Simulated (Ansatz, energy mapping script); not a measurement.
# VCl2O monolayer: J from the energies of magnetic orders

How strongly do the moments of VCl2O monolayer couple under PBE+U (3.2 eV)? The plan is to run several orders and fit a Heisenberg model.

Program: Ansatz 0.2.0. Level of theory: PBE with U = 3.2 eV on V d, ortho-atomic projectors; plane waves, U on orthogonalised atomic orbitals unless named otherwise, collinear spin, no spin–orbit coupling. Results are calculated unless marked as measured.

Report form: the programs' logs are mostly left out.

### Step 1. Starting point

The cell holds 4 atoms: 1 V, 2 Cl and 1 O. Its edges and angles: a = 3.642 Å, b = 3.518 Å, c = 18.329 Å, α = 90.0°, β = 90.0°, γ = 90.0°. It derives from VCl2O. one layer cut from the bulk crystal, unrelaxed, 15 A of vacuum. Vacuum lies along c.

The cell comes from a database of computed structures, and need not be the one that the compound takes in experiment.

The U corrects the self-interaction that lets semilocal functionals spread d and f electrons too far. Its value here is typed, not computed.

### Step 2. Which atoms carry moments

One run in the crystal's own cell, under PBE with U = 2.88 eV on V d, ortho-atomic projectors, shows which elements keep a moment. Transition or f elements with 0.3 μB or more enter the spin model; moments induced on other atoms do not.

input.yaml

```yaml
crystal:
  lattice:
    - [3.64216, 0.0, 0.0]
    - [0.0, 3.517888, 0.0]
    - [0.0, 0.0, 18.329395]
  atoms:
    - { symbol: V, position: [0.5, 0.0, 0.5], spin: 2.0 }
    - { symbol: Cl, position: [0.5, 0.5, 0.409179] }
    - { symbol: Cl, position: [0.5, 0.5, 0.590821] }
    - { symbol: O, position: [0.0, 0.0, 0.5] }
magnetization:
  spin_polarized: true
kpoints:
  mp_grid: { grid: [7, 7, 1] }
hamiltonian:
  xc: pbe
  hubbard:
    sites: [{ species: V, l: d, u_eff: 2.88 }]
    projectors: ortho-atomic
scf:
  occupations: { method: fermi_dirac, width: 0.05 }
output:
  eigenvalues: true
```

The run is started by

```console
$ ansatz run input.yaml --threads 4 --pin off --max-ram 8192MiB --backend cpu --events-out ev --progress --plain --runs-dir out
```

The job ended after 5.1 s (4 threads of Arm Neoverse V1, shared host; peak memory 0.62 GiB; 19 s of CPU time).

Spin moment in the sphere by atom:

```tsv
atom	spin moment in the sphere (μB)
V1	0.861
Cl2	-0.029
Cl3	-0.029
O4	-0.135
```

The run ends ferromagnetic; V carries the moments.

### Step 3. A run to fix the orbital filling

A corrected shell can settle in several orbital fillings. One parallel run, with an occupation width a fifth wider than the orders use, therefore is to supply the occupation matrices. All orders start from them.

input.yaml, as its differences from that of step 2:

```diff
@@ -17,6 +17,6 @@
   hubbard:
-    sites: [{ species: V, l: d, u_eff: 2.88 }]
+    sites: [{ species: V, l: d, u_eff: 3.2 }]
     projectors: ortho-atomic
 scf:
-  occupations: { method: fermi_dirac, width: 0.05 }
+  occupations: { method: fermi_dirac, width: 0.06 }
 output:
```

Run time: 5.9 s. Hardware: 4 threads; peak memory 0.61 GiB; 21 s of CPU time.

This step gave:

```
final state                       : ferromagnetic
electrons in the corrected shells : 3.268 e
largest moment                    : 0.869 μB
```

### Step 4. Parallel start in cell A (8 atoms)

The parallel order is the zero of energy for this cell and mesh.

input.yaml

```yaml
crystal:
  lattice:
    - [3.64216, 3.517888, 0.0]
    - [0.0, 7.035776, 0.0]
    - [0.0, 0.0, 18.329395]
  atoms:
    - { symbol: V, position: [0.5, 0.75, 0.5], spin: 2.0 }
    - { symbol: V, position: [0.5, 0.25, 0.5], spin: 2.0 }
    - { symbol: Cl, position: [0.5, 0.0, 0.409179] }
    - { symbol: Cl, position: [0.5, 0.5, 0.409179] }
    - { symbol: Cl, position: [0.5, 0.0, 0.590821] }
    - { symbol: Cl, position: [0.5, 0.5, 0.590821] }
    - { symbol: O, position: [0.0, 0.0, 0.5] }
    - { symbol: O, position: [0.0, 0.5, 0.5] }
magnetization:
  spin_polarized: true
kpoints:
  mp_grid: { grid: [7, 7, 1] }
hamiltonian:
  xc: pbe
  hubbard:
    sites:
      - { species: V, l: d, u_eff: 3.2 }
      - { site: 0, l: d, u_eff: 3.2, starting_ns: [{ spin: up, occupation_matrix: v1_major }, { spin: down, occupation_matrix: v1_minor }] }
      - { site: 1, l: d, u_eff: 3.2, starting_ns: [{ spin: up, occupation_matrix: v1_major }, { spin: down, occupation_matrix: v1_minor }] }
    projectors: ortho-atomic
    occupation_matrices:
      v1_major:
        matrix:
          - [0.844, 0.0, 0.0, 0.265, 0.0]
          - [0.0, 0.284, 0.0, 0.0, 0.0]
          - [0.0, 0.0, 0.31, 0.0, 0.0]
          - [0.265, 0.0, 0.0, 0.523, 0.0]
          - [0.0, 0.0, 0.0, 0.0, 0.291]
      v1_minor:
        matrix:
          - [0.113, 0.0, 0.0, -0.11, 0.0]
          - [0.0, 0.189, 0.0, 0.0, 0.0]
          - [0.0, 0.0, 0.265, 0.0, 0.0]
          - [-0.11, 0.0, 0.0, 0.257, 0.0]
          - [0.0, 0.0, 0.0, 0.0, 0.192]
scf:
  occupations: { method: fermi_dirac, width: 0.05 }
output:
  eigenvalues: true
  write_density: true
  write_potential: true
  elf: true
  volumetric_format: npy
```

It took 28 s on 4 threads; peak memory 1.5 GiB.

Spin moment in the sphere by atom:

```tsv
atom	spin moment in the sphere (μB)
V1	0.870
V2	0.870
Cl3	-0.032
Cl4	-0.032
Cl5	-0.032
Cl6	-0.032
O7	-0.142
O8	-0.142
```

The run ends ferromagnetic.

Spin density in the cb plane at fractional x = 0.500, with atoms of V and Cl within 0.2 Å of it.

Values in units of 1e-1 e/Å³, 9 rows by 16 columns, each cell a mean:
```
 0.0  0.0  0.0  0.0  0.0  0.0 -0.1  0.2  0.3 -0.1  0.0  0.0  0.0  0.0  0.0  0.0
 0.0  0.0  0.0  0.0  0.0  0.0  0.0  2.5  4.2  0.1  0.0  0.0  0.0  0.0  0.0  0.0
 0.0  0.0  0.0  0.0  0.0  0.0  0.1  4.1  6.2  0.2  0.0  0.0  0.0  0.0  0.0  0.0
 0.0  0.0  0.0  0.0  0.0  0.0 -0.1  0.4  0.7 -0.1  0.0  0.0  0.0  0.0  0.0  0.0
 0.0  0.0  0.0  0.0  0.0  0.0  0.0  0.0  0.0 -0.1  0.0  0.0  0.0  0.0  0.0  0.0
 0.0  0.0  0.0  0.0  0.0  0.0  0.0  0.7  1.4  0.0  0.0  0.0  0.0  0.0  0.0  0.0
 0.0  0.0  0.0  0.0  0.0  0.0  0.1  5.1  7.4  0.2  0.0  0.0  0.0  0.0  0.0  0.0
 0.0  0.0  0.0  0.0  0.0  0.0  0.0  1.3  2.4  0.0  0.0  0.0  0.0  0.0  0.0  0.0
 0.0  0.0  0.0  0.0  0.0  0.0 -0.1  0.0  0.1 -0.1  0.0  0.0  0.0  0.0  0.0  0.0
```
Columns run along c (18.3 Å), rows up along b (7.0 Å). Atoms in or near the plane, at fractional coordinates: V at (0.50, 0.75), V at (0.50, 0.25), Cl at (0.41, 0.00), Cl at (0.41, 0.50), Cl at (0.59, 0.00), Cl at (0.59, 0.50).

ELF in the cb plane at fractional x = 0.500, with atoms of V and Cl within 0.2 Å of it. It is the smooth field of the valence electrons, not physical close to the nuclei.

Ten even steps from '0' (0.00) to '9' (0.88), each cell a mean:
```
00000000000002589869831697799731000000000000
00000000000001368999522389998520000000000000
00000000000000124664267336653100000000000000
00000000000000000011688831100000000000000000
00000000000000001232478622321000000000000000
00000000000000247887245258876310000000000000
00000000000001489999721499999630000000000000
00000000000002699748831696599731000000000000
00000000000002589869831697799731000000000000
00000000000001368999522389998520000000000000
00000000000000124664267336653100000000000000
00000000000000000011688831100000000000000000
00000000000000001232478622321000000000000000
00000000000000247887245258876310000000000000
00000000000001489999721499999630000000000000
00000000000002699748831696599731000000000000
```
Columns run along c (18.3 Å), rows up along b (7.0 Å). Atoms in or near the plane, at fractional coordinates: V at (0.50, 0.75), V at (0.50, 0.25), Cl at (0.41, 0.00), Cl at (0.41, 0.50), Cl at (0.59, 0.00), Cl at (0.59, 0.50).

### Step 5. Run 2 (compensated +−; cell A, 8 atoms)

This order reverses 2 of the 2 neighbours at 3.52 Å, 2 of the 2 neighbours at 3.64 Å and 0 of the 4 neighbours at 5.06 Å, counted for an average magnetic atom.

input.yaml, as its differences from that of step 4:

```diff
@@ -7,3 +7,3 @@
     - { symbol: V, position: [0.5, 0.75, 0.5], spin: 2.0 }
-    - { symbol: V, position: [0.5, 0.25, 0.5], spin: 2.0 }
+    - { symbol: V, position: [0.5, 0.25, 0.5], spin: -2.0 }
     - { symbol: Cl, position: [0.5, 0.0, 0.409179] }
@@ -24,3 +24,3 @@
       - { site: 0, l: d, u_eff: 3.2, starting_ns: [{ spin: up, occupation_matrix: v1_major }, { spin: down, occupation_matrix: v1_minor }] }
-      - { site: 1, l: d, u_eff: 3.2, starting_ns: [{ spin: up, occupation_matrix: v1_major }, { spin: down, occupation_matrix: v1_minor }] }
+      - { site: 1, l: d, u_eff: 3.2, starting_ns: [{ spin: up, occupation_matrix: v1_minor }, { spin: down, occupation_matrix: v1_major }] }
     projectors: ortho-atomic
```

Wall time 15 s (4 threads); peak memory 1.5 GiB.

Spin moment in the sphere by atom:

```tsv
atom	spin moment in the sphere (μB)
V1	0.823
V2	-0.823
Cl3	0.000
Cl4	0.000
Cl5	0.000
Cl6	0.000
O7	0.000
O8	0.000
```

The run ends antiferromagnetic, 7.12 meV a magnetic atom above the parallel order of its cell.

Spin density in the cb plane at fractional x = 0.500, with atoms of V and Cl within 0.2 Å of it.

Ten even steps from '0' (-1.3 e/Å³) to '9' (1.3 e/Å³), each cell a mean:
```
54545554455555555544555544555555555545454544
54545445455555555544555544455555555545454554
55545554455555555555567555555555555545455444
55555555555555555555699855555555544444444444
55555555555555555555579655555555554444444444
54545455455555555545556554455555555545454455
54544455455555555544555544455555555455454544
55445544455555555544455544555555554545444444
45454445544444444455444455444444444454545455
45454554544444444455444455544444444454545445
44454445544444444444432444444444444454544555
44444444444444444444300144444444455555555555
44444444444444444444420344444444445555555555
45454544544444444454443445544444444454545544
45455544544444444455444455544444444544545455
44554455544444444455544455444444445454555555
```
Columns run along c (18.3 Å), rows up along b (7.0 Å). Atoms in or near the plane, at fractional coordinates: V at (0.50, 0.75), V at (0.50, 0.25), Cl at (0.41, 0.00), Cl at (0.41, 0.50), Cl at (0.59, 0.00), Cl at (0.59, 0.50).

ELF in the cb plane at fractional x = 0.500, with atoms of V and Cl within 0.2 Å of it. It is the smooth field of the valence electrons, not physical close to the nuclei.

Ten even steps from '0' (0.00) to '9' (0.88), each cell a mean:
```
00000000000002589869831697799731000000000000
00000000000001368999522389998520000000000000
00000000000000124664267336653100000000000000
00000000000000000011688831100000000000000000
00000000000000001232478622321000000000000000
00000000000000247887245258876310000000000000
00000000000001489999721499899630000000000000
00000000000002699748831696599741000000000000
00000000000002589869831697799731000000000000
00000000000001368999522389998520000000000000
00000000000000124664267336653100000000000000
00000000000000000011688831100000000000000000
00000000000000001232478622321000000000000000
00000000000000247887245258876310000000000000
00000000000001489999721499899630000000000000
00000000000002699748831696599741000000000000
```
Columns run along c (18.3 Å), rows up along b (7.0 Å). Atoms in or near the plane, at fractional coordinates: V at (0.50, 0.75), V at (0.50, 0.25), Cl at (0.41, 0.00), Cl at (0.41, 0.50), Cl at (0.59, 0.00), Cl at (0.59, 0.50).

### Step 6. Run 3 (parallel; cell B, 8 atoms)

A new cell needs its own zero of energy.

This run holds the same structure in another cell (a 5.064 → 7.284 Å, b 7.036 → 3.518 Å, γ 46.0 → 90.0°).

input.yaml

```yaml
crystal:
  lattice:
    - [7.28432, 0.0, 0.0]
    - [0.0, 3.517888, 0.0]
    - [0.0, 0.0, 18.329395]
  atoms:
    - { symbol: V, position: [0.25, 0.0, 0.5], spin: 2.0 }
    - { symbol: V, position: [0.75, 0.0, 0.5], spin: 2.0 }
    - { symbol: Cl, position: [0.25, 0.5, 0.409179] }
    - { symbol: Cl, position: [0.75, 0.5, 0.409179] }
    - { symbol: Cl, position: [0.25, 0.5, 0.590821] }
    - { symbol: Cl, position: [0.75, 0.5, 0.590821] }
    - { symbol: O, position: [0.0, 0.0, 0.5] }
    - { symbol: O, position: [0.5, 0.0, 0.5] }
magnetization:
  spin_polarized: true
kpoints:
  mp_grid: { grid: [4, 7, 1] }
hamiltonian:
  xc: pbe
  hubbard:
    sites:
      - { species: V, l: d, u_eff: 3.2 }
      - { site: 0, l: d, u_eff: 3.2, starting_ns: [{ spin: up, occupation_matrix: v1_major }, { spin: down, occupation_matrix: v1_minor }] }
      - { site: 1, l: d, u_eff: 3.2, starting_ns: [{ spin: up, occupation_matrix: v1_major }, { spin: down, occupation_matrix: v1_minor }] }
    projectors: ortho-atomic
    occupation_matrices:
      v1_major:
        matrix:
          - [0.844, 0.0, 0.0, 0.265, 0.0]
          - [0.0, 0.284, 0.0, 0.0, 0.0]
          - [0.0, 0.0, 0.31, 0.0, 0.0]
          - [0.265, 0.0, 0.0, 0.523, 0.0]
          - [0.0, 0.0, 0.0, 0.0, 0.291]
      v1_minor:
        matrix:
          - [0.113, 0.0, 0.0, -0.11, 0.0]
          - [0.0, 0.189, 0.0, 0.0, 0.0]
          - [0.0, 0.0, 0.265, 0.0, 0.0]
          - [-0.11, 0.0, 0.0, 0.257, 0.0]
          - [0.0, 0.0, 0.0, 0.0, 0.192]
scf:
  occupations: { method: fermi_dirac, width: 0.05 }
output:
  eigenvalues: true
```

Wall time 16 s (4 threads); peak memory 1.2 GiB; 59 s of CPU time.

The run ends ferromagnetic. For each magnetic atom its energy differs from the parallel run of the first cell by 0.58 meV, an error that one common reference would have brought in.

### Step 7. Run 4 (compensated +−; cell B, 8 atoms)

This order reverses 0 of the 2 neighbours at 3.52 Å, 2 of the 2 neighbours at 3.64 Å and 4 of the 4 neighbours at 5.06 Å, counted for an average magnetic atom.

input.yaml, as its differences from that of step 6:

```diff
@@ -7,3 +7,3 @@
     - { symbol: V, position: [0.25, 0.0, 0.5], spin: 2.0 }
-    - { symbol: V, position: [0.75, 0.0, 0.5], spin: 2.0 }
+    - { symbol: V, position: [0.75, 0.0, 0.5], spin: -2.0 }
     - { symbol: Cl, position: [0.25, 0.5, 0.409179] }
@@ -24,3 +24,3 @@
       - { site: 0, l: d, u_eff: 3.2, starting_ns: [{ spin: up, occupation_matrix: v1_major }, { spin: down, occupation_matrix: v1_minor }] }
-      - { site: 1, l: d, u_eff: 3.2, starting_ns: [{ spin: up, occupation_matrix: v1_major }, { spin: down, occupation_matrix: v1_minor }] }
+      - { site: 1, l: d, u_eff: 3.2, starting_ns: [{ spin: up, occupation_matrix: v1_minor }, { spin: down, occupation_matrix: v1_major }] }
     projectors: ortho-atomic
```

Elapsed: 9.1 s, on 4 threads; peak memory 1.2 GiB; 35 s of CPU time.

The run ends antiferromagnetic, 6.55 meV a magnetic atom above the parallel order of its cell.

### Step 8. Order 5: parallel, cell C of 8 atoms

This run holds the same structure in another cell (a 7.284 → 3.642 Å, b 3.518 → 7.036 Å).

input.yaml

```yaml
crystal:
  lattice:
    - [3.64216, 0.0, 0.0]
    - [0.0, 7.035776, 0.0]
    - [0.0, 0.0, 18.329395]
  atoms:
    - { symbol: V, position: [0.5, 0.0, 0.5], spin: 2.0 }
    - { symbol: V, position: [0.5, 0.5, 0.5], spin: 2.0 }
    - { symbol: Cl, position: [0.5, 0.25, 0.409179] }
    - { symbol: Cl, position: [0.5, 0.75, 0.409179] }
    - { symbol: Cl, position: [0.5, 0.25, 0.590821] }
    - { symbol: Cl, position: [0.5, 0.75, 0.590821] }
    - { symbol: O, position: [0.0, 0.0, 0.5] }
    - { symbol: O, position: [0.0, 0.5, 0.5] }
magnetization:
  spin_polarized: true
kpoints:
  mp_grid: { grid: [7, 4, 1] }
hamiltonian:
  xc: pbe
  hubbard:
    sites:
      - { species: V, l: d, u_eff: 3.2 }
      - { site: 0, l: d, u_eff: 3.2, starting_ns: [{ spin: up, occupation_matrix: v1_major }, { spin: down, occupation_matrix: v1_minor }] }
      - { site: 1, l: d, u_eff: 3.2, starting_ns: [{ spin: up, occupation_matrix: v1_major }, { spin: down, occupation_matrix: v1_minor }] }
    projectors: ortho-atomic
    occupation_matrices:
      v1_major:
        matrix:
          - [0.844, 0.0, 0.0, 0.265, 0.0]
          - [0.0, 0.284, 0.0, 0.0, 0.0]
          - [0.0, 0.0, 0.31, 0.0, 0.0]
          - [0.265, 0.0, 0.0, 0.523, 0.0]
          - [0.0, 0.0, 0.0, 0.0, 0.291]
      v1_minor:
        matrix:
          - [0.113, 0.0, 0.0, -0.11, 0.0]
          - [0.0, 0.189, 0.0, 0.0, 0.0]
          - [0.0, 0.0, 0.265, 0.0, 0.0]
          - [-0.11, 0.0, 0.0, 0.257, 0.0]
          - [0.0, 0.0, 0.0, 0.0, 0.192]
scf:
  occupations: { method: fermi_dirac, width: 0.05 }
output:
  eigenvalues: true
```

Run time: 15 s. Hardware: 4 threads; peak memory 1.2 GiB.

The run ends ferromagnetic. For each magnetic atom its energy differs from the parallel run of the first cell by 0.82 meV, an error that one common reference would have brought in.

### Step 9. Order 6: compensated +−, cell C of 8 atoms

This order reverses 2 of the 2 neighbours at 3.52 Å, 0 of the 2 neighbours at 3.64 Å and 4 of the 4 neighbours at 5.06 Å, counted for an average magnetic atom.

input.yaml, as its differences from that of step 8:

```diff
@@ -7,3 +7,3 @@
     - { symbol: V, position: [0.5, 0.0, 0.5], spin: 2.0 }
-    - { symbol: V, position: [0.5, 0.5, 0.5], spin: 2.0 }
+    - { symbol: V, position: [0.5, 0.5, 0.5], spin: -2.0 }
     - { symbol: Cl, position: [0.5, 0.25, 0.409179] }
@@ -24,3 +24,3 @@
       - { site: 0, l: d, u_eff: 3.2, starting_ns: [{ spin: up, occupation_matrix: v1_major }, { spin: down, occupation_matrix: v1_minor }] }
-      - { site: 1, l: d, u_eff: 3.2, starting_ns: [{ spin: up, occupation_matrix: v1_major }, { spin: down, occupation_matrix: v1_minor }] }
+      - { site: 1, l: d, u_eff: 3.2, starting_ns: [{ spin: up, occupation_matrix: v1_minor }, { spin: down, occupation_matrix: v1_major }] }
     projectors: ortho-atomic
```

The job ended after 9.2 s (4 threads; peak memory 1.2 GiB; 35 s of CPU time).

The run ends antiferromagnetic, 2.26 meV a magnetic atom above the parallel order of its cell.

### Step 10. Order 7: parallel, cell D of 12 atoms

input.yaml

```yaml
crystal:
  lattice:
    - [10.92648, 0.0, 0.0]
    - [0.0, 3.517888, 0.0]
    - [0.0, 0.0, 18.329395]
  atoms:
    - { symbol: V, position: [0.166666667, 0.0, 0.5], spin: 2.0 }
    - { symbol: V, position: [0.5, 0.0, 0.5], spin: 2.0 }
    - { symbol: V, position: [0.833333333, 0.0, 0.5], spin: 2.0 }
    - { symbol: Cl, position: [0.166666667, 0.5, 0.409179] }
    - { symbol: Cl, position: [0.5, 0.5, 0.409179] }
    - { symbol: Cl, position: [0.833333333, 0.5, 0.409179] }
    - { symbol: Cl, position: [0.166666667, 0.5, 0.590821] }
    - { symbol: Cl, position: [0.5, 0.5, 0.590821] }
    - { symbol: Cl, position: [0.833333333, 0.5, 0.590821] }
    - { symbol: O, position: [0.0, 0.0, 0.5] }
    - { symbol: O, position: [0.333333333, 0.0, 0.5] }
    - { symbol: O, position: [0.666666667, 0.0, 0.5] }
magnetization:
  spin_polarized: true
kpoints:
  mp_grid: { grid: [3, 7, 1] }
hamiltonian:
  xc: pbe
  hubbard:
    sites:
      - { species: V, l: d, u_eff: 3.2 }
      - { site: 0, l: d, u_eff: 3.2, starting_ns: [{ spin: up, occupation_matrix: v1_major }, { spin: down, occupation_matrix: v1_minor }] }
      - { site: 1, l: d, u_eff: 3.2, starting_ns: [{ spin: up, occupation_matrix: v1_major }, { spin: down, occupation_matrix: v1_minor }] }
      - { site: 2, l: d, u_eff: 3.2, starting_ns: [{ spin: up, occupation_matrix: v1_major }, { spin: down, occupation_matrix: v1_minor }] }
    projectors: ortho-atomic
    occupation_matrices:
      v1_major:
        matrix:
          - [0.844, 0.0, 0.0, 0.265, 0.0]
          - [0.0, 0.284, 0.0, 0.0, 0.0]
          - [0.0, 0.0, 0.31, 0.0, 0.0]
          - [0.265, 0.0, 0.0, 0.523, 0.0]
          - [0.0, 0.0, 0.0, 0.0, 0.291]
      v1_minor:
        matrix:
          - [0.113, 0.0, 0.0, -0.11, 0.0]
          - [0.0, 0.189, 0.0, 0.0, 0.0]
          - [0.0, 0.0, 0.265, 0.0, 0.0]
          - [-0.11, 0.0, 0.0, 0.257, 0.0]
          - [0.0, 0.0, 0.0, 0.0, 0.192]
scf:
  occupations: { method: fermi_dirac, width: 0.05 }
output:
  eigenvalues: true
```

Wall time 21 s (4 threads); peak memory 1.8 GiB; 79 s of CPU time.

The run ends ferromagnetic. For each magnetic atom its energy differs from the parallel run of the first cell by 0.51 meV, an error that one common reference would have brought in.

(Continued in part 2 of 2.)

[Logs and program files are shortened in this print: banners, set-up blocks, solver, clock and traceback lines can be left out without a mark of their own.]

[Logs are printed without paths, hosts, clocks, repeated set-up lines and the standing remarks that a program may print on its own settings, such as how far it seeks lower states.]

[Hosts, paths, dates, database ids (printed as entryN), source tags and the programs' standing remarks are cut or masked in the printed files.]

[Where a cell is said to come from a database of computed structures, the database is the Materials Project.]
